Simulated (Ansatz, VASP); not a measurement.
# ZnO (zincite): VASP beside Ansatz, part 2 of 2

Aim: how closely do two programs agree when they are given the same cell, functional and k mesh?

VASP 6.6.1 and Ansatz 0.2.0.

So far: Starting point; VASP: relaxation of cell and atoms, r2SCAN.

### Step 3. Ansatz: relaxation of cell and atoms, r2SCAN

Level of this step: Ansatz beside VASP: Kohn-Sham DFT, plane waves, r2SCAN (Ansatz).

Ansatz runs on its default PAW (the set named soft_2) files.

The same cell, functional, mesh and smearing now go to Ansatz, which takes its cutoff from its data sets.

The input, input.yaml:

```yaml
crystal:
  lattice:
    - [3.249308, 0.0, 0.0]
    - [-1.624654, 2.8139832727, 0.0]
    - [0.0, 0.0, 5.205709]
  atoms:
    - { symbol: Zn, position: [0.3333333333, 0.6666666667, 0.5] }
    - { symbol: Zn, position: [0.6666666667, 0.3333333333, 0.0] }
    - { symbol: O, position: [0.6666666667, 0.3333333333, 0.37901] }
    - { symbol: O, position: [0.3333333333, 0.6666666667, 0.87901] }
hamiltonian:
  xc: r2scan
  pseudopotentials: { kind: paw }
kpoints:
  mp_grid: { grid: [8, 8, 5] }
scf:
  occupations: { method: fermi_dirac, width: 0.05 }
relax:
  f_tol: 0.01
  max_steps: 60
  cell: { stress_tol: 0.05 }
output:
  forces: true
  stress: true
```

Launch:

```sh
$ ansatz run input.yaml --threads 4 --pin off --max-ram 9216MiB --backend cpu --events-out ev --progress --plain --runs-dir out
```

Numbers of over 12 decimals in the logs are rounded to 6 here.

The log of the run:

```text
Engine: ansatz 0.2.0, aarch64-unknown-linux-gnu
Pseudopotentials: kind: paw
Pseudopotential: Zn, paw, valence charge 12, recommended cutoff 500 eV (meta_gga), Zn.paw.azcp
Pseudopotential: O, paw, valence charge 6, recommended cutoff 500 eV (meta_gga), O.paw.azcp
Functional definition: r2SCAN
  parameter k0 = 0.174
  parameter k1 = 0.065
  parameter a1 = 4.9479
  exchange = r2scan_x(k0 = k0, k1 = k1, a1 = a1)
  correlation = r2scan_c
Crystal: 4 atoms, lattice volume = 47.598 Å³
Basis set: ecut = 500 eV, 1213 PW (Γ), exchange–correlation on 96×96×160 points (64 copies of the dense FFT grid, shifted against one another)
Bands: 22, of which v1, the nominal top of the filled ones, is band 18 counted from 1 (17 counted from 0)
Symmetry: 12 space group operations
Space group: P63mc (ITA 186), of the structure as read, at distance tolerance 3.6e-5 Å
k-points: 30 of 320 (time reversal used)
Non-local potential: Zn, projectors of the file, l = 0: 2, l = 1: 2, l = 2: 3, l = 3: 1
Non-local potential: O, projectors of the file, l = 0: 2, l = 1: 2, l = 2: 1
PAW form: soft (Blöchl's): semilocal exchange-correlation on the pseudo side does not see the compensation charge
PAW frozen core: Zn, regenerated for the run's functional (the file was generated under x = pbe(κ = 0.804, μ = 0.219515), c = pbe(β = 0.066725))
PAW frozen core: O, regenerated for the run's functional (the file was generated under x = pbe(κ = 0.804, μ = 0.219515), c = pbe(β = 0.066725))
PAW one-centre angular grid: Zn, 590 points (default); XC on 261 of its mesh's 2673 points in the sphere
PAW one-centre angular grid: O, 302 points (default); XC on 160 Gauss nodes
Initial density: superposition of atomic densities (neutral atoms: chi_scale 0, normalization atom), corrected by the library's trained network
Initial wavefunctions: pseudopotential atomic-orbital guess
Functional: x = r2scan, c = r2scan; τ floored in thin density (d = 2e-4 eV/Å³)
SCF iter   1: F=—  HF=-7789.830363 eV  |F-HF|=—  |Δ(HF+E_count)|=         —  Δρ=2.02e-2  dr2=9.45e-2  dr2_τ=9.84e-2  ethr=1.77e-3  ⟨swp⟩=5.8  Hψ=2932  notcnv=0
preconditioner: auto → Resta (q_TF=auto, 2.604 Å⁻¹)  ε∞=6.6  [insulator: Δε(μ)=1.377 eV  Ē_g=13.659 eV  σ=0.050 eV  W_gap=1.00  n_scr=22 (ndim 8)  ℏωp=32.3 eV  f_vac=0.034  D(μ)=0.00/eV (n_scr^D=0)  ε∞_Penn≈6.6]
SCF iter   2: F=—  HF=-7789.854044 eV  |F-HF|=—  |Δ(HF+E_count)|=   2.37e-2  Δρ=4.93e-3  dr2=9.37e-3  dr2_τ=6.72e-4  ethr=2.62e-4  ⟨swp⟩=2.3  Hψ=1509  notcnv=0
SCF iter   3: F=—  HF=-7789.851469 eV  |F-HF|=—  |Δ(HF+E_count)|=   2.58e-3  Δρ=4.75e-3  dr2=5.37e-3  dr2_τ=2.13e-4  ethr=2.60e-5  ⟨swp⟩=2.0  Hψ=1260  notcnv=0
SCF iter   4: F=—  HF=-7789.850284 eV  |F-HF|=—  |Δ(HF+E_count)|=   1.18e-3  Δρ=5.49e-4  dr2=1.16e-4  dr2_τ=2.73e-5  ethr=1.49e-5  ⟨swp⟩=2.0  Hψ=1124  notcnv=0
SCF iter   5: F=—  HF=-7789.850360 eV  |F-HF|=—  |Δ(HF+E_count)|=   7.55e-5  Δρ=2.95e-4  dr2=2.39e-5  dr2_τ=2.08e-6  ethr=3.22e-7  ⟨swp⟩=2.4  Hψ=1135  notcnv=0
SCF iter   6: F=—  HF=-7789.850383 eV  |F-HF|=—  |Δ(HF+E_count)|=   2.35e-5  Δρ=4.64e-5  dr2=1.22e-6  dr2_τ=1.92e-8  ethr=6.64e-8  ⟨swp⟩=2.0  Hψ=1071  notcnv=0
SCF iter   7: F=—  HF=-7789.850384 eV  |F-HF|=—  |Δ(HF+E_count)|=   5.58e-7  Δρ=1.75e-5  dr2=1.26e-7  dr2_τ=8.50e-9  ethr=3.38e-9  ⟨swp⟩=2.0  Hψ=1144  notcnv=0
SCF iter   8: F=-7789.850384 eV  HF=-7789.850384 eV  |F-HF|=4.49e-8  |Δ(HF+E_count)|=   2.33e-8  Δρ=1.14e-5  dr2=6.00e-8  dr2_τ=4.69e-9  ethr=2.78e-10  ⟨swp⟩=4.3  Hψ=2407  notcnv=0
SCF 1 converged in 8 iterations: F = -7789.850384 eV  dr2 = 6.00e-8
  greatest PAW one-centre occupation: 0.987 electrons in one spin orbital (limit 2), on the Zn atom at site 1 (counted from 0), in its partial waves of l = 2
relax step   1: F+E_penalty+E_count = -7789.85038382 eV  Δ(F+E_penalty+E_count) = +0.000e0 eV  max|allowed force component| = 6.996e-2 eV/Å  Δτ_max = 0.0000 Å  P = -1.118 GPa  Ω = 47.598 Å³  (8 SCF iters, dr2 threshold 1.00e-7 eV, accepted)
[...]
relax step   2: F+E_penalty+E_count = -7789.85212002 eV  Δ(F+E_penalty+E_count) = -1.736e-3 eV  max|allowed force component| = 4.986e-2 eV/Å  Δτ_max = 0.0005 Å  P = -0.543 GPa  Ω = 47.411 Å³  energy of the carried Pulay correction = +1.193e-4 eV  (5 SCF iters, dr2 threshold 4.00e-7 eV, accepted)
[...]
relax step   3: F+E_penalty+E_count = -7789.85289985 eV  Δ(F+E_penalty+E_count) = -7.798e-4 eV  max|allowed force component| = 1.481e-2 eV/Å  Δτ_max = 0.0001 Å  P = +0.018 GPa  Ω = 47.232 Å³  energy of the carried Pulay correction = +2.332e-4 eV  (5 SCF iters, dr2 threshold 4.00e-7 eV, accepted)
[...]
relax step   4: F+E_penalty+E_count = -7789.85295439 eV  Δ(F+E_penalty+E_count) = -5.454e-5 eV  max|allowed force component| = 8.759e-4 eV/Å  Δτ_max = 0.0024 Å  P = +0.032 GPa  Ω = 47.227 Å³  energy of the carried Pulay correction = +2.361e-4 eV  (6 SCF iters, dr2 threshold 1.37e-8 eV, accepted)
[...]
relax step   5: F+E_penalty+E_count = -7789.85295153 eV  Δ(F+E_penalty+E_count) = +2.852e-6 eV  max|allowed force component| = 1.146e-4 eV/Å  Δτ_max = 0.0004 Å  P = +0.001 GPa  Ω = 47.237 Å³  energy of the carried Pulay correction = +2.299e-4 eV  (5 SCF iters, dr2 threshold 8.24e-9 eV, accepted)
[...]
relax step   6: F+E_penalty+E_count = -7789.85274105 eV  Δ(F+E_penalty+E_count) = +2.105e-4 eV  max|allowed force component| = 8.161e-5 eV/Å  Δτ_max = 0.0000 Å  P = +0.000 GPa  Ω = 47.237 Å³  stress off target by 3.04e-3 GPa  SCF on the basis re-selected at this cell (its energy is not comparable with the rows above)  (6 SCF iters)
basis re-selected at this cell: Δ(F+E_penalty+E_count) = +2.105e-4 eV, ΔP = -0.001 GPa vs the last step (what re-selecting the basis moved, of the pressure what is left beyond the Pulay correction that the steps carried, after the strain that the cell walked since its last selection, with what the two solves' SCF thresholds leave and, on support functions, any second-order correction that the steps lacked; it is no m [...]
SCF converged after 6 iterations
Free energy (F): -7789.852741 eV
Harris-Foulkes:  -7789.852741 eV  (|F-HF|=2.73e-12)
Internal energy: -7789.852741 eV  (E = F + TS)
E sigma→0 (E₀):  -7789.852741 eV
Entropy (-TS):   -0.000000 eV (-0.000 meV/atom)
Fermi energy:    7.623046 eV
--- Per-component energies (eV) ---
  E_band       = 49.669991
  E_kinetic    = 612.818362
  E_local      = -4005.915278  (includes V_loc(G=0)·N_el)
  E_nonlocal   = 1342.604708
  E_hartree    = 1653.182538
  E_xc         = -392.762336
  E_vxc        = -315.764592  (∫ρ·V_xc dr)
  E_paw        = -4029.073810  (= ΣΔE_a)
  E_vpaw       = -909.587024  (= ΣTr[D̂ρ^β])
  E_aug_tail   = 0.001863  (compensation charges beyond the density's cutoff)
  E_vtau       = 19.146986  (kinetic-family band-sum trace: ∫τ·v_τ [+ j·A + Jᵃ·Aᵃ] dr)
  E_ewald      = -2970.279669
  E_core_change = -0.429119  (= ΣΔE_core)
  E_smearing   = -0.000000  (= −TS)
  E_closure    = -0.000000  (closes the sum)
  Σ components = -7789.852741   (vs F -7789.852741, Δ=0.00e0)
--- Forces (eV/Å), atoms counted from 1 ---
  atom   1  Zn     0.00000000    -0.00000000    -0.00001174
  atom   2  Zn    -0.00000000     0.00000000    -0.00001174
  atom   3  O      0.00000000    -0.00000000     0.00015148
  atom   4  O     -0.00000000     0.00000000     0.00015148
  max |Σ_I F_I| component: 2.79e-4 eV/Å
--- Stress (GPa, compression-positive) ---
       -0.000890       0.000000       0.000000
        0.000000      -0.000890       0.000000
        0.000000       0.000000       0.003036
  P = ⅓ Tr σ = 0.0004 GPa (0.004 kbar)
--- Relaxed structure (5 steps of the walk, 5 accepted, 1 SCFs on fresh bases) ---
  F+E_penalty+E_count = -7789.85274105 eV   max|allowed force component| = 8.161e-5 eV/Å   (the final SCF, on the basis selected at the relaxed cell)
  cell:  # Å, volume = 47.2370 Å³
    - [3.235220, 0, 0]
    - [-1.617610, 2.801783, -1.7008830882843485e-19]
    - [0, -3.146536970030569e-19, 5.211275]
  atoms:
    - { symbol: Zn, position: [0.333333, 0.666667, 0.499688] }
    - { symbol: Zn, position: [0.666667, 0.333333, -0.000311817] }
    - { symbol: O, position: [0.666667, 0.333333, 0.379322] }
    - { symbol: O, position: [0.333333, 0.666667, 0.879322] }
```

Elapsed: 12 s, on 4 threads of Arm Neoverse V1, shared host; peak memory 0.47 GiB; 41 s of CPU time.

### Step 4. Side by side

Known differences besides the potentials themselves: VASP keeps PBE cores, Ansatz makes them for the functional; both relaxations stop at a tolerance, which leaves soft axes loose, and VASP keeps its plane-wave basis; the cutoff is 500 eV in Ansatz and 560 eV in VASP; Ansatz adds a Pulay correction to the stress that steers its cell, VASP none. Total energies have different zeros and are not compared.

The two programs side by side:

```csv
quantity,Ansatz,VASP,difference
volume (Å³),47.24,47.52,-0.59 %
"edge a after relaxation, in the typed setting (Å)",3.235,3.242,-0.22 %
"edge c after relaxation, in the typed setting (Å)",5.211,5.219,-0.15 %
```

The walks stopped with 0.00 GPa left in Ansatz and -0.01 GPa in VASP; each walk ends within a tolerance, so the volume difference is uncertain by about these residues over the bulk modulus, most in soft cells.

### Step 5. What came out

* difference in volume (relaxation of cell and atoms, r2SCAN): -0.59 %

In words: The difference in volume is -0.59 % (relaxation of cell and atoms, r2SCAN), within the 1.2 % picked in this series as the mark of a large difference, as far as the stopping tolerances let one tell. Such differences can come from data sets, numerical settings and the points named under the comparisons, not from the functional's error against experiment.

[Lines on the potential files, build, host, timing and source positions are cut from VASP's logs without a mark.]

[Logs are printed without paths, hosts, clocks, repeated set-up lines and the standing remarks that a program may print on its own settings, such as how far it seeks lower states.]

[Hosts, paths, dates, database ids (printed as entryN), source tags and the programs' standing remarks are cut or masked in the printed files.]
